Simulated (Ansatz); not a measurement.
# WS2 in Ansatz: equation of state

How stiff is WS2 in PBEsol, and what volume does it want? The cell is scaled to several volumes.

Everything below comes from runs of Ansatz 0.2.0. Logs are shortened: lines on timing, memory, paths and dates and some standing lists are left out, and cuts for length are marked.

## (1) The slab as given

The cell holds a slab with vacuum, 3 atoms: a = 3.184 Å, b = 3.184 Å, c = 16.951 Å, α = 90.00°, β = 90.00°, γ = 120.00°.

## (2) Single point, PBEsol, 46.62 Å³/atom (volume scaled by 0.94)

Input file input.yaml:

```yaml
crystal:
  lattice:
    - [3.1185283984, 0.0, 0.0]
    - [-1.5592641992, 2.7007248154, 0.0]
    - [0.0, 0.0, 16.6045506357]
  atoms:
    - { symbol: W, position: [0.0, 0.0, 0.0] }
    - { symbol: S, position: [0.3333333333, 0.6666666667, 0.09200051] }
    - { symbol: S, position: [0.3333333333, 0.6666666667, 0.90799949] }
hamiltonian:
  xc: pbesol
  pseudopotentials: { kind: paw }
kpoints:
  mp_grid: { grid: [10, 10, 2] }
scf:
  occupations: { method: fermi_dirac, width: 0.05 }
output:
  forces: true
  stress: true
  eigenvalues: true
```

Potentials or basis: Ansatz PAW.

Command:

```
$ ansatz run input.yaml --threads 2 --pin off --max-ram 5632MiB --backend cpu --events-out ev --progress --plain --runs-dir out
```

Output:

```text
Warning: RAYON_NUM_THREADS=2 ignored (pool sized by the plan → 2); use --threads N
Engine: ansatz 0.2.0, x86_64-unknown-linux-gnu
Pseudopotentials: kind: paw
Pseudopotential: W, paw, valence charge 14, recommended cutoff 420 eV (normal), W.paw.azcp
Pseudopotential: S, paw, valence charge 6, recommended cutoff 420 eV (normal), S.paw.azcp
Functional definition: PBEsol
  exchange = pbesol_x
  correlation = pbesol_c
Crystal: 3 atoms, lattice volume = 139.848 Å³
Basis set: ecut = 420 eV, 2707 PW (Γ), exchange–correlation on 48×48×240 points (8 copies of the dense FFT grid, shifted against one another)
Bands: 17, of which v1, the nominal top of the filled ones, is band 13 counted from 1 (12 counted from 0)
Symmetry: 12 space group operations
Space group: P-6m2 (ITA 187), of the structure as read, at distance tolerance 5.2e-5 Å
k-points: 28 of 200 (time reversal used)
Non-local potential: W, projectors of the file, l = 0: 3, l = 1: 2, l = 2: 2, l = 3: 1
Non-local potential: S, projectors of the file, l = 0: 2, l = 1: 2, l = 2: 2
PAW form: soft (Blöchl's): semilocal exchange-correlation on the pseudo side does not see the compensation charge
PAW frozen core: W, regenerated for the run's functional, and the local potential with it (the file was generated under x = pbe(κ = 0.804, μ = 0.2195149727645171), c = pbe(β = 0.06672455060314922))
PAW frozen core: S, regenerated for the run's functional, and the local potential with it (the file was generated under x = pbe(κ = 0.804, μ = 0.2195149727645171), c = pbe(β = 0.06672455060314922))
PAW one-centre angular grid: W, 590 points (default); XC on 64 Gauss nodes
PAW one-centre angular grid: S, 110 points (default); XC on 64 Gauss nodes
Initial density: superposition of atomic densities (neutral atoms: chi_scale 0, normalization atom), corrected by the library's trained network
Initial wavefunctions: pseudopotential atomic-orbital guess
Functional: x = pbesol(κ = 0.804, μ = 0.12345679012345678), c = pbesol(β = 0.046)
SCF iter   1: F=—  HF=-12029.010341 eV  |F-HF|=—  |Δ(HF+E_count)|=         —  Δρ=6.25e-3  dr2=1.37e-1  ethr=1.77e-3  ⟨swp⟩=9.4  Hψ=3588  notcnv=0
preconditioner: auto → none  [insulator: Δε(μ)=2.045 eV  Ē_g=9.065 eV  σ=0.050 eV  W_gap=1.00  n_scr=10 (ndim 8)  ℏωp=13.3 eV  f_vac=0.606  D(μ)=0.00/eV (n_scr^D=0)  ε∞_Penn≈3.2]
SCF iter   2: F=—  HF=-12029.060593 eV  |F-HF|=—  |Δ(HF+E_count)|=   5.03e-2  Δρ=8.80e-3  dr2=4.08e-1  ethr=5.26e-4  ⟨swp⟩=4.1  Hψ=1325  notcnv=0  recentre
SCF iter   3: F=—  HF=-12028.991691 eV  |F-HF|=—  |Δ(HF+E_count)|=   6.89e-2  Δρ=2.04e-3  dr2=4.01e-3  ethr=5.26e-4  ⟨swp⟩=3.0  Hψ=893  notcnv=0
SCF iter   4: F=—  HF=-12028.995010 eV  |F-HF|=—  |Δ(HF+E_count)|=   3.32e-3  Δρ=4.19e-4  dr2=1.16e-4  ethr=1.54e-5  ⟨swp⟩=2.1  Hψ=967  notcnv=0
SCF iter   5: F=—  HF=-12028.995169 eV  |F-HF|=—  |Δ(HF+E_count)|=   1.59e-4  Δρ=1.29e-4  dr2=9.44e-6  ethr=4.47e-7  ⟨swp⟩=2.9  Hψ=981  notcnv=0
SCF iter   6: F=—  HF=-12028.995147 eV  |F-HF|=—  |Δ(HF+E_count)|=   2.17e-5  Δρ=2.52e-5  dr2=1.15e-6  ethr=3.63e-8  ⟨swp⟩=2.4  Hψ=855  notcnv=0
SCF iter   7: F=-12028.995147 eV  HF=-12028.995147 eV  |F-HF|=1.30e-8  |Δ(HF+E_count)|=   3.06e-7  Δρ=4.43e-6  dr2=1.85e-8  ethr=3.85e-10  ⟨swp⟩=6.8  Hψ=3055  notcnv=0
SCF 1 converged in 7 iterations: F = -12028.995147 eV  dr2 = 1.85e-8
SCF converged after 7 iterations
Free energy (F): -12028.995147 eV
Harris-Foulkes:  -12028.995147 eV  (|F-HF|=1.30e-8)
Internal energy: -12028.995147 eV  (E = F + TS)
E sigma→0 (E₀):  -12028.995147 eV
Fermi energy:    1.611789 eV
--- Per-component energies (eV) ---
  E_band       = -460.227227
  E_kinetic    = 671.258942
  E_local      = -12580.339927  (includes V_loc(G=0)·N_el)
  E_nonlocal   = 60.555898
  E_hartree    = 5971.436436
  E_xc         = -460.181580
  E_vxc        = -416.859916  (∫ρ·V_xc dr)
  E_paw        = -9604.834183  (= ΣΔE_a)
  E_vpaw       = -137.717686  (= ΣTr[D̂ρ^β])
  E_aug_tail   = -0.000062  (compensation charges beyond the density's cutoff)
  E_ewald      = 3912.763639
  E_core_change = 0.345691  (= ΣΔE_core)
  E_smearing   = -0.000000  (= −TS)
  E_closure    = -0.000000  (closes the sum)
  Σ components = -12028.995147   (vs F -12028.995147, Δ=0.00e0)
--- Forces (eV/Å), atoms counted from 1 ---
  atom   1  W     -0.00000000     0.00000000     0.00000000
  atom   2  S      0.00000000    -0.00000000     1.07910219
  atom   3  S      0.00000000    -0.00000000    -1.07910219
  max |Σ_I F_I| component: 1.39e-17 eV/Å
--- Stress (GPa, compression-positive) ---
        2.467799       0.000000       0.000000
       -0.000000       2.467799       0.000000
        0.000000       0.000000       3.777115
  P = ⅓ Tr σ = 2.9042 GPa (29.042 kbar)
--- Band table (eV; the first three rows and the last of 28) ---
  k-point 0: bands = ["-73.1549", "-37.5181", "-37.2981", "-37.2981", "-14.5741", "-12.6711", "-6.0905", "-2.5031", "-2.5031", "-1.5452", "-1.1211", "-1.1211", "0.5584", "3.6769", "3.6769", "3.9747", "3.9747"]
  k-point 1: bands = ["-73.1549", "-37.5181", "-37.2981", "-37.2981", "-14.5741", "-12.6711", "-6.0904", "-2.5031", "-2.5031", "-1.5452", "-1.1211", "-1.1211", "0.5584", "3.6769", "3.6769", "3.9747", "3.9747"]
  k-point 2: bands = ["-73.1527", "-37.5103", "-37.3405", "-37.3078", "-14.3910", "-12.6118", "-5.8845", "-2.9292", "-2.3210", "-2.1833", "-1.3947", "-0.7792", "0.4707", "3.5336", "3.5449", "3.8033", "4.0163"]
  k-point 27: bands = ["-73.1292", "-37.6397", "-37.5462", "-37.4264", "-11.8871", "-11.7754", "-5.5167", "-5.2380", "-3.9365", "-3.3421", "-2.8388", "-1.6517", "0.3939", "2.7245", "4.1227", "4.8174", "6.5578"]
```

It took 1.7 s on 2 threads of Intel Xeon 6975P-C (Granite Rapids), shared host; peak memory 0.4 GiB.

What came out:

* Free energy: -12028.9951 eV
* Largest force: 1.079 eV/Å
* Band gap on the k mesh: 2.17 eV, indirect (least direct gap 2.33 eV)

Caveat: spin-orbit coupling is left out, which moves the levels of the heavy elements; the PAW data sets come from PBE, with cores solved anew for the run's functional, which leaves a small shift of forces and pressure.

## (3) Single point, PBEsol, 47.61 Å³/atom (volume scaled by 0.96)

input.yaml: that of step 2 with these lines changed.

```diff
@@ -2,5 +2,5 @@
   lattice:
-    - [3.1185283984, 0.0, 0.0]
-    - [-1.5592641992, 2.7007248154, 0.0]
-    - [0.0, 0.0, 16.6045506357]
+    - [3.1404905896, 0.0, 0.0]
+    - [-1.5702452948, 2.7197446309, 0.0]
+    - [0.0, 0.0, 16.7214879437]
   atoms:
@@ -20 +20,5 @@
   eigenvalues: true
+  write_density: true
+  write_potential: true
+  elf: true
+  volumetric_format: npy
```

Potentials or basis: Ansatz PAW.

Command:

```
$ ansatz run input.yaml --threads 2 --pin off --max-ram 5632MiB --backend cpu --events-out ev --progress --plain --runs-dir out
```

Run time: 2.2 s. Hardware: 2 threads of Intel Xeon 6975P-C (Granite Rapids), shared host; peak memory 0.41 GiB.

The run converged. Its results:

```
Free energy            : -12029.0351 eV
Largest force          : 0.645 eV/Å
Band gap on the k mesh : 2.10 eV, indirect (least direct gap 2.27 eV)
```

Caveat: spin-orbit coupling is left out, which moves the levels of the heavy elements; the PAW data sets come from PBE, with cores solved anew for the run's functional, which leaves a small shift of forces and pressure.

## (4) Single point, PBEsol, 48.60 Å³/atom (volume scaled by 0.98)

input.yaml: that of step 3 with these lines changed.

```diff
@@ -2,5 +2,5 @@
   lattice:
-    - [3.1404905896, 0.0, 0.0]
-    - [-1.5702452948, 2.7197446309, 0.0]
-    - [0.0, 0.0, 16.7214879437]
+    - [3.1621498298, 0.0, 0.0]
+    - [-1.5810749149, 2.7385020831, 0.0]
+    - [0.0, 0.0, 16.8368121945]
   atoms:
@@ -20,5 +20 @@
   eigenvalues: true
-  write_density: true
-  write_potential: true
-  elf: true
-  volumetric_format: npy
```

Command:

```
$ ansatz run input.yaml --threads 2 --pin off --max-ram 5632MiB --backend cpu --events-out ev --progress --plain --runs-dir out
```

Run time: 1.6 s. Hardware: 2 threads of Intel Xeon 6975P-C (Granite Rapids), shared host; peak memory 0.41 GiB.

Results (log left out):

- Free energy: -12029.0492 eV
- Largest force: 0.244 eV/Å
- Band gap on the k mesh: 2.04 eV, indirect (least direct gap 2.21 eV)

Caveat: spin-orbit coupling is left out, which moves the levels of the heavy elements; the PAW data sets come from PBE, with cores solved anew for the run's functional, which leaves a small shift of forces and pressure.

## (5) Single point, PBEsol, 49.59 Å³/atom

input.yaml: that of step 4 with these lines changed.

```diff
@@ -2,5 +2,5 @@
   lattice:
-    - [3.1621498298, 0.0, 0.0]
-    - [-1.5810749149, 2.7385020831, 0.0]
-    - [0.0, 0.0, 16.8368121945]
+    - [3.1835163552, 0.0, 0.0]
+    - [-1.5917581776, 2.7570060369, 0.0]
+    - [0.0, 0.0, 16.95057789]
   atoms:
@@ -20 +20,5 @@
   eigenvalues: true
+  write_density: true
+  write_potential: true
+  elf: true
+  volumetric_format: npy
```

Command:

```
$ ansatz run input.yaml --threads 2 --pin off --max-ram 5632MiB --backend cpu --events-out ev --progress --plain --runs-dir out
```

It took 2.2 s on 2 threads of Intel Xeon 6975P-C (Granite Rapids), shared host; peak memory 0.41 GiB.

The run converged. Its results:

```
Free energy            : -12029.0399 eV
Largest force          : 0.126 eV/Å
Band gap on the k mesh : 1.98 eV, indirect (least direct gap 2.15 eV)
```

Caveat: spin-orbit coupling is left out, which moves the levels of the heavy elements; the PAW data sets come from PBE, with cores solved anew for the run's functional, which leaves a small shift of forces and pressure.

## (6) Single point, PBEsol, 50.58 Å³/atom (volume scaled by 1.02)

input.yaml: that of step 5 with these lines changed.

```diff
@@ -2,5 +2,5 @@
   lattice:
-    - [3.1835163552, 0.0, 0.0]
-    - [-1.5917581776, 2.7570060369, 0.0]
-    - [0.0, 0.0, 16.95057789]
+    - [3.2045998594, 0.0, 0.0]
+    - [-1.6022999297, 2.7752648871, 0.0]
+    - [0.0, 0.0, 17.0628366442]
   atoms:
```

Potentials or basis: Ansatz PAW.

Command:

```
$ ansatz run input.yaml --threads 2 --pin off --max-ram 5632MiB --backend cpu --events-out ev --progress --plain --runs-dir out
```

It took 2.2 s on 2 threads of Intel Xeon 6975P-C (Granite Rapids), shared host; peak memory 0.41 GiB.

It converged, with:

- Free energy: -12029.0098 eV
- Largest force: 0.468 eV/Å
- Band gap on the k mesh: 1.93 eV, indirect (least direct gap 2.09 eV)

Caveat: spin-orbit coupling is left out, which moves the levels of the heavy elements; the PAW data sets come from PBE, with cores solved anew for the run's functional, which leaves a small shift of forces and pressure.

## (7) Single point, PBEsol, 51.58 Å³/atom (volume scaled by 1.04)

input.yaml: that of step 6 with these lines changed.

```diff
@@ -2,5 +2,5 @@
   lattice:
-    - [3.2045998594, 0.0, 0.0]
-    - [-1.6022999297, 2.7752648871, 0.0]
-    - [0.0, 0.0, 17.0628366442]
+    - [3.2254095325, 0.0, 0.0]
+    - [-1.6127047662, 2.7932865927, 0.0]
+    - [0.0, 0.0, 17.1736373894]
   atoms:
```

Command:

```
$ ansatz run input.yaml --threads 2 --pin off --max-ram 5632MiB --backend cpu --events-out ev --progress --plain --runs-dir out
```

Run time: 2.2 s. Hardware: 2 threads of Intel Xeon 6975P-C (Granite Rapids), shared host; peak memory 0.43 GiB.

It converged, with:

```
Free energy            : -12028.9609 eV
Largest force          : 0.785 eV/Å
Band gap on the k mesh : 1.87 eV, indirect (least direct gap 2.04 eV)
```

Caveat: spin-orbit coupling is left out, which moves the levels of the heavy elements; the PAW data sets come from PBE, with cores solved anew for the run's functional, which leaves a small shift of forces and pressure.

## (8) Single point, PBEsol, 52.57 Å³/atom (volume scaled by 1.06)

input.yaml: that of step 7 with these lines changed.

```diff
@@ -2,5 +2,5 @@
   lattice:
-    - [3.2254095325, 0.0, 0.0]
-    - [-1.6127047662, 2.7932865927, 0.0]
-    - [0.0, 0.0, 17.1736373894]
+    - [3.2459540962, 0.0, 0.0]
+    - [-1.6229770481, 2.8110787067, 0.0]
+    - [0.0, 0.0, 17.2830265641]
   atoms:
@@ -20,5 +20 @@
   eigenvalues: true
-  write_density: true
-  write_potential: true
-  elf: true
-  volumetric_format: npy
```

Potentials or basis: Ansatz PAW.

Command:

```
$ ansatz run input.yaml --threads 2 --pin off --max-ram 5632MiB --backend cpu --events-out ev --progress --plain --runs-dir out
```

Output:

```text
Warning: RAYON_NUM_THREADS=2 ignored (pool sized by the plan → 2); use --threads N
[... 7 set-up lines as earlier in the session ...]
Crystal: 3 atoms, lattice volume = 157.701 Å³
Basis set: ecut = 420 eV, 3141 PW (Γ), exchange–correlation on 48×48×240 points (8 copies of the dense FFT grid, shifted against one another)
Bands: 17, of which v1, the nominal top of the filled ones, is band 13 counted from 1 (12 counted from 0)
[... 1 set-up line as earlier in the session ...]
Space group: P-6m2 (ITA 187), of the structure as read, at distance tolerance 5.4e-5 Å
k-points: 28 of 200 (time reversal used)
[... 10 set-up lines as earlier in the session ...]
SCF iter   1: F=—  HF=-12028.901030 eV  |F-HF|=—  |Δ(HF+E_count)|=         —  Δρ=5.16e-3  dr2=9.09e-2  ethr=1.77e-3  ⟨swp⟩=9.0  Hψ=3257  notcnv=0
preconditioner: auto → none  [insulator: Δε(μ)=1.743 eV  Ē_g=8.290 eV  σ=0.050 eV  W_gap=1.00  n_scr=10 (ndim 8)  ℏωp=12.5 eV  f_vac=0.615  D(μ)=0.00/eV (n_scr^D=0)  ε∞_Penn≈3.3]
SCF iter   2: F=—  HF=-12028.944579 eV  |F-HF|=—  |Δ(HF+E_count)|=   4.35e-2  Δρ=7.56e-3  dr2=3.35e-1  ethr=3.50e-4  ⟨swp⟩=3.0  Hψ=1121  notcnv=0  recentre
SCF iter   3: F=—  HF=-12028.892090 eV  |F-HF|=—  |Δ(HF+E_count)|=   5.25e-2  Δρ=2.01e-3  dr2=4.59e-3  ethr=3.50e-4  ⟨swp⟩=3.0  Hψ=885  notcnv=0
SCF iter   4: F=—  HF=-12028.895239 eV  |F-HF|=—  |Δ(HF+E_count)|=   3.15e-3  Δρ=4.00e-4  dr2=1.29e-4  ethr=1.77e-5  ⟨swp⟩=2.2  Hψ=903  notcnv=0
SCF iter   5: F=—  HF=-12028.895358 eV  |F-HF|=—  |Δ(HF+E_count)|=   1.19e-4  Δρ=1.36e-4  dr2=1.06e-5  ethr=4.97e-7  ⟨swp⟩=2.1  Hψ=741  notcnv=0
SCF iter   6: F=—  HF=-12028.895339 eV  |F-HF|=—  |Δ(HF+E_count)|=   1.87e-5  Δρ=2.30e-5  dr2=1.02e-6  ethr=4.07e-8  ⟨swp⟩=2.1  Hψ=818  notcnv=0
SCF iter   7: F=-12028.895339 eV  HF=-12028.895339 eV  |F-HF|=1.61e-8  |Δ(HF+E_count)|=   1.72e-7  Δρ=4.27e-6  dr2=2.15e-8  ethr=3.85e-10  ⟨swp⟩=6.0  Hψ=3016  notcnv=0
SCF 1 converged in 7 iterations: F = -12028.895339 eV  dr2 = 2.15e-8
SCF converged after 7 iterations
Free energy (F): -12028.895339 eV
Harris-Foulkes:  -12028.895339 eV  (|F-HF|=1.61e-8)
Internal energy: -12028.895339 eV  (E = F + TS)
E sigma→0 (E₀):  -12028.895339 eV
Fermi energy:    0.795644 eV
--- Per-component energies (eV) ---
  E_band       = -474.350413
  E_kinetic    = 660.034755
  E_local      = -12250.758056  (includes V_loc(G=0)·N_el)
  E_nonlocal   = 60.027256
  E_hartree    = 5802.376006
  E_xc         = -455.959289
  E_vxc        = -411.384292  (∫ρ·V_xc dr)
  E_paw        = -9604.122792  (= ΣΔE_a)
  E_vpaw       = -137.014386  (= ΣTr[D̂ρ^β])
  E_aug_tail   = -0.000057  (compensation charges beyond the density's cutoff)
  E_ewald      = 3759.161147
  E_core_change = 0.345691  (= ΣΔE_core)
  E_smearing   = -0.000000  (= −TS)
  E_closure    = -0.000000  (closes the sum)
  Σ components = -12028.895339   (vs F -12028.895339, Δ=0.00e0)
--- Forces (eV/Å), atoms counted from 1 ---
  atom   1  W      0.00000000    -0.00000000     0.00000000
  atom   2  S     -0.00000000    -0.00000000    -1.07730953
  atom   3  S     -0.00000000     0.00000000     1.07730953
  max |Σ_I F_I| component: 1.39e-17 eV/Å
--- Stress (GPa, compression-positive) ---
       -4.187203       0.000000      -0.000000
       -0.000000      -4.187203      -0.000000
       -0.000000      -0.000000      -3.480600
  P = ⅓ Tr σ = -3.9517 GPa (-39.517 kbar)
--- Band table (eV; the first three rows and the last of 28) ---
  k-point 0: bands = ["-74.1449", "-38.3635", "-38.2559", "-38.2559", "-14.5088", "-13.0032", "-6.1719", "-2.8382", "-2.8382", "-2.0835", "-1.6921", "-1.6921", "-0.0858", "2.6053", "2.6053", "2.7309", "2.7309"]
  k-point 1: bands = ["-74.1449", "-38.3635", "-38.2559", "-38.2559", "-14.5088", "-13.0032", "-6.1719", "-2.8382", "-2.8382", "-2.0835", "-1.6921", "-1.6921", "-0.0858", "2.6053", "2.6053", "2.7309", "2.7309"]
  k-point 2: bands = ["-74.1437", "-38.3590", "-38.2817", "-38.2620", "-14.3590", "-12.9453", "-5.9877", "-3.2412", "-2.6928", "-2.5980", "-1.9247", "-1.4522", "-0.1866", "2.4108", "2.4795", "2.6025", "2.8781"]
  k-point 27: bands = ["-74.1311", "-38.4658", "-38.4100", "-38.3109", "-12.3469", "-12.1622", "-5.4780", "-5.3936", "-4.2055", "-3.8098", "-3.2889", "-2.2932", "-0.2485", "1.7341", "3.1649", "3.4961", "4.8790"]
```

Run time: 1.7 s. Hardware: 2 threads of Intel Xeon 6975P-C (Granite Rapids), shared host; peak memory 0.41 GiB.

Results:

```
Free energy            : -12028.8953 eV
Largest force          : 1.077 eV/Å
Band gap on the k mesh : 1.82 eV, indirect (least direct gap 1.98 eV)
```

Caveat: spin-orbit coupling is left out, which moves the levels of the heavy elements; the PAW data sets come from PBE, with cores solved anew for the run's functional, which leaves a small shift of forces and pressure.

## (9) Equation of state, PBEsol

Potentials or basis: Ansatz PAW.

This step only gathers the single runs of the series.

Results:

- Equilibrium volume: 48.68 Å³/atom
- Bulk modulus at fixed shape and positions: 61 GPa
- Pressure derivative of the bulk modulus: 4.4

Energy against volume, from the lowest point:
| volume (Å³/atom) | energy (meV/atom) |
| --- | --- |
| 46.616 | 18.01 |
| 47.608 | 4.67 |
| 48.600 | 0.00 |
| 49.592 | 3.08 |
| 50.583 | 13.13 |
| 51.575 | 29.41 |
| 52.567 | 51.28 |

Caveat: the cell was scaled at fixed shape and fractional positions, which overstates the stiffness of a crystal with free parameters, most of all of layers and chains.
